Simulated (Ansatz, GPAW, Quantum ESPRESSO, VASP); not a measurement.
**One calculation of Ag, 10 ways**

```xyz
1
Lattice="0.0000 2.0427 2.0427 2.0427 0.0000 2.0427 2.0427 2.0427 0.0000" Properties=species:S:1:pos:R:3 pbc="T T T"
Ag    0.0000    0.0000    0.0000
```

Alike in all runs: task band structure; functional PBE; k mesh 11 × 11 × 11; occupations fermi-dirac, width 0.05 eV; no spin polarisation; no spin-orbit coupling. Pressure is positive in compression and, in plane waves, holds the error of the finite cutoff, which Ansatz's Pulay term estimates and takes out.

```tsv
program and potentials	plane-wave cutoff (eV)	notes	pressure (GPa)
Ansatz, Ansatz PAW polarizable	420	19 valence electrons an atom on average; Pulay term of +0.07 GPa included	4.42
Ansatz, Ansatz PAW	420	19 valence electrons an atom on average; Pulay term of +0.07 GPa included	4.42
VASP, PBE PAW files Ag, 500 eV	500	11 valence electrons an atom on average	4.38
Quantum ESPRESSO, Ansatz NC SR PBE	966	19 valence electrons an atom on average	4.42
GPAW, GPAW PAW data sets (gpaw-data 1.2.1), other valence	600	11 valence electrons an atom on average	5.90
Quantum ESPRESSO, PseudoDojo 0.4.1 SR PBE standard	1116	19 valence electrons an atom on average	4.26
VASP, PBE PAW files Ag_GW, 550 eV	550	11 valence electrons an atom on average	4.07
GPAW, SG15 ONCV 1.2	1100	19 valence electrons an atom on average	4.64
VASP, PBE PAW files Ag_sv_GW, 600 eV	600	19 valence electrons an atom on average	3.50
Ansatz, all-electron LAPW, scalar-relativistic	-	-	4.40
```

The pressure spans 3.50 (VASP, PBE PAW files Ag_sv_GW, 600 eV) to 5.90 GPa (GPAW, GPAW PAW data sets (gpaw-data 1.2.1), other valence), with all-electron results at 4.40.

Differences between rows come from potentials, basis sets and numerical settings, since the functional is the same but for its coding. Runs on potential files found faulty are left out.
